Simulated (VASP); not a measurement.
# FeNi3 (Pm-3m) in VASP: single point with PBE

Aim: the single point of FeNi3 with PBE.

Program: VASP 6.6.1. These are calculated values, not measurements. Logs are shortened: lines on timing, memory, paths and dates and some standing lists are left out, and cuts for length are marked.

### 1 The crystal as given

The structure is cubic, space group Pm-3m (No. 221). Conventional cell: a = 3.544 Å, b = 3.544 Å, c = 3.544 Å, α = 90.00°, β = 90.00°, γ = 90.00°. Fe (site symmetry m-3m) is surrounded by 12 Ni at 2.51 Å. Ni (site symmetry 4/mmm) has 4 Fe at 2.51 Å and 8 Ni at 2.51 Å as nearest neighbours.

### 2 Single point, PBE, collinear spin, typed start

File INCAR:

```
SYSTEM = FeNi3
PREC = Accurate ; ENCUT = 520
EDIFF = 1E-6 ; ISMEAR = 0
SIGMA = 0.1 ; LREAL = .False.
LASPH = .True. ; NELM = 150
ALGO = Normal ; ISIF = 2
LWAVE = .False. ; LCHARG = .False.
ISPIN = 2 ; MAGMOM = 3.21 0.78 0.78 0.78
LORBIT = 11 ; LMAXMIX = 4
GGA = PE ; NBANDS = 31
```

File KPOINTS:

```
regular mesh
0
Gamma
  12 12 12
  0 0 0
```

File POSCAR:

```
FeNi3
1.0
    3.5436896736      0.0000000000      0.0000000000
    0.0000000000      3.5436896736      0.0000000000
    0.0000000000      0.0000000000      3.5436896736
Fe Ni
1 3
Direct
    0.0000000000      0.0000000000      0.0000000000
    0.0000000000      0.5000000000      0.5000000000
    0.5000000000      0.0000000000      0.5000000000
    0.5000000000      0.5000000000      0.0000000000
```

Potentials or basis: VASP PAW PBE potentials, release 64 (Fe, Ni).

On the command line:

```console
$ cat potpaw_PBE.64/Fe/POTCAR potpaw_PBE.64/Ni/POTCAR > POTCAR
$ mpirun -np 1 vasp_std > vasp.out
```

OUTCAR:

```text
SYSTEM = FeNi3
   PREC = Accurate
   ENCUT = 520
   EDIFF = 1E-6
   ISMEAR = 0
   LREAL = .False.
   LASPH = .True.
   NELM = 150
   ISIF = 2
   ISPIN = 2
   LORBIT = 11
   GGA = PE

 ion  position               nearest neighbor table
   1  0.000  0.000  0.000-   2 2.51   3 2.51   4 2.51   2 2.51   3 2.51   2 2.51   4 2.51   2 2.51
                             3 2.51   4 2.51   3 2.51   4 2.51
   2  0.000  0.500  0.500-   1 2.51   3 2.51   4 2.51   1 2.51   4 2.51   1 2.51   3 2.51   1 2.51
                             3 2.51   4 2.51   4 2.51   3 2.51
   3  0.500  0.000  0.500-   1 2.51   2 2.51   4 2.51   1 2.51   4 2.51   2 2.51   4 2.51   4 2.51
                             1 2.51   2 2.51   1 2.51   2 2.51
   4  0.500  0.500  0.000-   1 2.51   2 2.51   3 2.51   2 2.51   3 2.51   1 2.51   3 2.51   3 2.51
                             1 2.51   2 2.51   2 2.51   1 2.51

  LATTYP: Found a simple cubic cell.
 ALAT       =     3.5436896736

  Lattice vectors:

 A1 = (   3.5436896736,   0.0000000000,   0.0000000000)
 A2 = (   0.0000000000,   3.5436896736,   0.0000000000)
 A3 = (   0.0000000000,   0.0000000000,   3.5436896736)

Analysis of symmetry for initial positions (statically):
=====================================================================
 Subroutine PRICEL returns:
 Original cell was already a primitive cell.

 Routine SETGRP: Setting up the symmetry group for a
 simple cubic supercell.

 Subroutine GETGRP returns: Found 48 space group operations
 (whereof 48 operations were pure point group operations)
 out of a pool of 48 trial point group operations.

The static configuration has the point symmetry O_h .

Analysis of symmetry for dynamics (positions and initial velocities):
=====================================================================
 Subroutine PRICEL returns:
 Original cell was already a primitive cell.

 Routine SETGRP: Setting up the symmetry group for a
 simple cubic supercell.

 Subroutine GETGRP returns: Found 48 space group operations
 (whereof 48 operations were pure point group operations)
 out of a pool of 48 trial point group operations.

The dynamic configuration has the point symmetry O_h .

Analysis of structural, dynamic, and magnetic symmetry:
=====================================================================
 Subroutine PRICEL returns:
 Original cell was already a primitive cell.

 Routine SETGRP: Setting up the symmetry group for a
 simple cubic supercell.

 Subroutine GETGRP returns: Found 48 space group operations
 (whereof 48 operations were pure point group operations)
 out of a pool of 48 trial point group operations.

The overall configuration has the point symmetry O_h .

 Subroutine INISYM returns: Found 48 space group operations
 (whereof 48 operations are pure point group operations),
 and found     1 'primitive' translations

----------------------------------------------------------------------------------------

                                     Primitive cell

  volume of cell :      44.5007

  direct lattice vectors                    reciprocal lattice vectors
     3.543689674  0.000000000  0.000000000     0.282191753  0.000000000  0.000000000
     0.000000000  3.543689674  0.000000000     0.000000000  0.282191753  0.000000000
     0.000000000  0.000000000  3.543689674     0.000000000  0.000000000  0.282191753

  length of vectors
     3.543689674  3.543689674  3.543689674     0.282191753  0.282191753  0.282191753

  position of ions in fractional coordinates (direct lattice)
     0.000000000  0.000000000  0.000000000
     0.000000000  0.500000000  0.500000000
     0.500000000  0.000000000  0.500000000
     0.500000000  0.500000000  0.000000000

  ion indices of the primitive-cell ions
   primitive index   ion index
                 1           1
                 2           2
                 3           3
                 4           4

----------------------------------------------------------------------------------------

 KPOINTS: regular mesh

Automatic generation of k-mesh.
 Grid dimensions read from file:
 generate k-points for:   12   12   12

 Generating k-lattice:

  Cartesian coordinates                     Fractional coordinates (reciprocal lattice)
     0.023515979  0.000000000  0.000000000     0.083333333  0.000000000  0.000000000
     0.000000000  0.023515979  0.000000000     0.000000000  0.083333333  0.000000000
     0.000000000  0.000000000  0.023515979     0.000000000  0.000000000  0.083333333

  Length of vectors
     0.023515979  0.023515979  0.023515979

  Shift w.r.t. Gamma in fractional coordinates (k-lattice)
     0.000000000  0.000000000  0.000000000

 Subroutine IBZKPT returns following result:
 ===========================================

 Found     84 irreducible k-points:

 Following reciprocal coordinates:
            Coordinates               Weight
  0.000000  0.000000  0.000000      1.000000
  0.083333  0.000000  0.000000      6.000000
  0.166667  0.000000  0.000000      6.000000
  0.250000  0.000000  0.000000      6.000000
  0.333333  0.000000  0.000000      6.000000
  0.416667  0.000000  0.000000      6.000000
[... 16 lines left out ...]
  0.333333  0.333333  0.000000     12.000000
  0.416667  0.333333  0.000000     24.000000
 [... further k-points ...]
   k-points           NKPTS =     84   k-points in BZ     NKDIM =     84   number of bands    NBANDS=     31
   number of dos      NEDOS =    301   number of ions     NIONS =      4
   total plane-waves  NPLWV =  21952
   dimension x,y,z NGX =    28 NGY =   28 NGZ =   28
   dimension x,y,z NGXF=    56 NGYF=   56 NGZF=   56
   ions per type =               1   3
   NGX,Y,Z   is equivalent  to a cutoff of  13.14, 13.14, 13.14 a.u.
   NGXF,Y,Z  is equivalent  to a cutoff of  26.27, 26.27, 26.27 a.u.
 SYSTEM =  FeNi3
   PREC   = accura    normal or accurate (medium, high low for compatibility)
   ISTART =      0    job   : 0-new  1-cont  2-samecut
   ICHARG =      2    charge: 1-file 2-atom 10-const
   ISPIN  =      2    spin polarized calculation?
   LNONCOLLINEAR =      F non collinear calculations
   LSORBIT =      F    spin-orbit coupling
   LASPH  =      T    aspherical Exc in radial PAW
   ENCUT  =  520.0 eV  38.22 Ry    6.18 a.u.   6.59  6.59  6.59*2*pi/ulx,y,z
   NELM   =    150;   NELMIN=  2; NELMDL= -5     # of ELM steps
   EDIFF  = 0.1E-05   stopping-criterion for ELM
   LREAL  =      F    real-space projection
   EDIFFG = 0.1E-04   stopping-criterion for IOM
   NSW    =      0    number of steps for IOM
   IBRION =     -1    ionic relax: 0-MD 1-quasi-New 2-CG
   NFREE  =      0    steps in history (QN), initial steepest desc. (CG)
   ISIF   =      2    stress and relaxation
   ISYM   =      2    0-nonsym 1-usesym 2-fastsym
   POTIM  = 0.5000    time-step for ionic-motion
   TEBEG  =    0.0;   TEEND  =   0.0 temperature during run
   PSTRESS=    0.0 pullay stress
   NELECT =      38.0000    total number of electrons
   NUPDOWN=      -1.0000    fix difference up-down
   EMIN   =  10.00;   EMAX   =-10.00  energy-range for DOS
   EFERMI =   0.00;   METHOD = LEGACY
   ISMEAR =     0;   SIGMA  =   0.10  broadening in eV -4-tet -1-fermi 0-gaus
   EFERMI_NEDOS =   21; number of points for ismear=-14 and -15
   IALGO  =     38    algorithm
   IMIX   =      4    mixing-type and parameters
     AMIX     =   0.40;   BMIX     =  1.00
     AMIX_MAG =   1.60;   BMIX_MAG =  1.00
  volume/ion in A,a.u.               =      11.13        75.08
  Fermi-wavevector in a.u.,A,eV,Ry     =   1.553151  2.935030 32.821035  2.412278
  Thomas-Fermi vector in A             =   2.657423
   LORBIT       =     11    0 simple, 1 ext, 2 COOP (PROOUT), +10 PAW based schemes
   GGA     = PE    functional components
   LHFCALC =     F    Hartree Fock is set to
   AEXX    =    0.0000 exact exchange contribution
   IVDW    =     0    specifies the selected vdW correction
   LEPSILON=     F    determine dielectric tensor
   LRPA    =     F    only Hartree local field effects (RPA)
 spin polarized calculation
 Gauss-broadening in eV      SIGMA  =   0.10
  energy-cutoff  :      520.00
  volume of cell :       44.50
 maximum number of plane-waves:      1222
 NGX is ok and might be reduce to    28
   NGX = 13   NGY = 13   NGZ = 13

 number of electron      37.9999984 magnetization       4.7843115

 Free energy of the ion-electron system (eV)
  ---------------------------------------------------
  ext. energy  EPLUGINS =         0.00000000
  ---------------------------------------------------
  free energy    TOTEN  =       -25.00909410 eV

  energy without entropy =      -24.99421974  energy(sigma->0) =      -25.00165692

 E-fermi :   8.5835     XC(G=0): -13.1499

 val. band max:        8.5791421732   @ k =   0.4167   0.2500   0.2500
 cond. band min:       8.5944412237   @ k =   0.5000   0.3333   0.3333
 fundamental gap:      0.0152990505
 Fermi energy:         8.5835242005

 spin component 1

 k-point     1 :       0.0000    0.0000    0.0000
  band No.  band energies     occupation
      1      -0.4899      1.00000
      2       3.2886      1.00000
      3       3.2886      1.00000
      4       3.9598      1.00000
      5       4.0260      1.00000
      6       4.0260      1.00000
[... 805 lines left out ...]
     30      22.2208      0.00000
     31      23.2740      0.00000

 [... further k-points ...]

 spin component 2

 k-point     1 :       0.0000    0.0000    0.0000
  band No.  band energies     occupation
      1      -0.4460      1.00000
      2       4.3326      1.00000
      3       4.3326      1.00000
      4       4.3382      1.00000
      5       5.0301      1.00000
      6       5.0301      1.00000
[... 805 lines left out ...]
     30      22.5533      0.00000
     31      23.6625      0.00000

 [... further k-points ...]

------------------------ aborting loop because EDIFF is reached ----------------------------------------

  FORCE on cell =-STRESS in cart. coord.  units (eV):
  Direction    XX          YY          ZZ          XY          YZ          ZX
  --------------------------------------------------------------------------------------
  -------------------------------------------------------------------------------------
  Total        0.0127835      0.0127835      0.0127835      0.0000000      0.0000000      0.0000000
  in kB        0.4602508      0.4602508      0.4602508      0.0000000      0.0000000      0.0000000
  external PRESSURE =       0.4602508 kB  Pullay stress =       0.0000000 kB

 VOLUME and BASIS-vectors are now :
 -----------------------------------------------------------------------------
  energy-cutoff  :      520.00
  volume of cell :       44.50
      direct lattice vectors                 reciprocal lattice vectors
     3.543689674  0.000000000  0.000000000     0.282191753  0.000000000  0.000000000
     0.000000000  3.543689674  0.000000000     0.000000000  0.282191753  0.000000000
     0.000000000  0.000000000  3.543689674     0.000000000  0.000000000  0.282191753

 POSITION                                       TOTAL-FORCE (eV/Angst)
 -----------------------------------------------------------------------------------
      0.00000      0.00000      0.00000         0.000000      0.000000      0.000000
      0.00000      1.77184      1.77184         0.000000      0.000000      0.000000
      1.77184      0.00000      1.77184         0.000000      0.000000      0.000000
      1.77184      1.77184      0.00000         0.000000      0.000000      0.000000
 -----------------------------------------------------------------------------------
    total drift:                                0.000000      0.000000      0.000000

  FREE ENERGIE OF THE ION-ELECTRON SYSTEM (eV)
  ---------------------------------------------------
  free  energy   TOTEN  =       -25.0090941026 eV

  energy  without entropy=      -24.9942197365  energy(sigma->0) =      -25.00165692

 total charge

# of ion       s       p       d       tot
------------------------------------------
    1        0.474   0.503   6.111   7.088
    2        0.504   0.511   8.323   9.338
    3        0.504   0.511   8.323   9.338
    4        0.504   0.511   8.323   9.338
--------------------------------------------------
tot          1.985   2.034  31.081  35.101

 magnetization (x)

# of ion       s       p       d       tot
------------------------------------------
    1        0.012   0.002   2.893   2.906
    2       -0.015  -0.042   0.693   0.635
    3       -0.015  -0.042   0.693   0.635
    4       -0.015  -0.042   0.693   0.635
--------------------------------------------------
tot         -0.034  -0.125   4.971   4.811
```

It took 1.7 min on 1 thread of Intel Xeon 6975P-C (Granite Rapids), shared host; peak memory 0.29 GiB.

Results:

| Property | Result |
| --- | --- |
| Free energy | -25.0091 eV |
| Pressure | 0.0 GPa |
| Band gap on the k mesh | none (metal or under the smearing width) |
| Net moment | 4.78 μB per cell |
| Site moments | Fe +2.91; Ni +0.64 μB |
| Valence electrons inside the program's atomic spheres | Fe 7.09; Ni 9.34 |
